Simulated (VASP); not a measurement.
Wanted: the native input for a VASP 6.6.1 run.

| Item | Value |
| --- | --- |
| Task | single point |
| Functional | PBEsol |
| Potentials or basis | VASP PAW PBE potentials, release 64 (Te) |
| Cutoff | 300 eV |
| k mesh | 9 × 9 × 6 |
| Occupations | gaussian, width 0.01 eV |
| Spin | non-collinear spin, zero start, spin-orbit coupling |
| Starting moments | [[0.0, 0.0, 0.0], [0.0, 0.0, 0.0], [0.0, 0.0, 0.0]] μB |
| Further INCAR settings | ALGO = Normal; EDIFF = 1e-06; NBANDS = 31 |

The structure of Te lies in POSCAR:

```
Te
1.0
    4.4572000000      0.0000000000      0.0000000000
   -2.2286000000      3.8600484297      0.0000000000
    0.0000000000      0.0000000000      5.9290000000
Te
3
Direct
    0.2633000000      0.0000000000      0.3333333333
    0.0000000000      0.2633000000      0.6666666667
    0.7367000000      0.7367000000      0.0000000000
```

These files were run (other wordings do the same):

INCAR

```
SYSTEM = Te
PREC = Accurate ; ENCUT = 300
EDIFF = 1E-6 ; ISMEAR = 0
SIGMA = 0.01 ; LREAL = .False.
LASPH = .True. ; NELM = 80
ALGO = Normal ; ISIF = 2
LWAVE = .False. ; LCHARG = .True.
MAGMOM = 0 0 0 0 0 0 0 0 0 ; LORBIT = 11
LSORBIT = .True. ; GGA_COMPAT = .False.
GGA = PS ; LVHAR = .True.
NBANDS = 31
```

KPOINTS

```
regular mesh
0
Gamma
  9 9 6
  0 0 0
```

Potentials or basis: VASP PAW PBE potentials, release 64 (Te).

Run with:

```console
$ cat potpaw_PBE.64/Te/POTCAR > POTCAR
$ mpirun -np 1 vasp_ncl > vasp.out
```

Results of the run:

```
Pressure                                              : 0.0 GPa
Largest force                                         : 0.314 eV/Å
Net moment                                            : 0.00 μB per cell
Valence electrons inside the program's atomic spheres : Te 3.30
```

Caveat: the PAW data sets were made with another functional, which shifts forces and pressure a little.

Run time: 110 s on 1 thread of Intel(R) Xeon(R) 6975P-C (Granite Rapids), with other jobs on the host, peak memory 0.39 GiB.
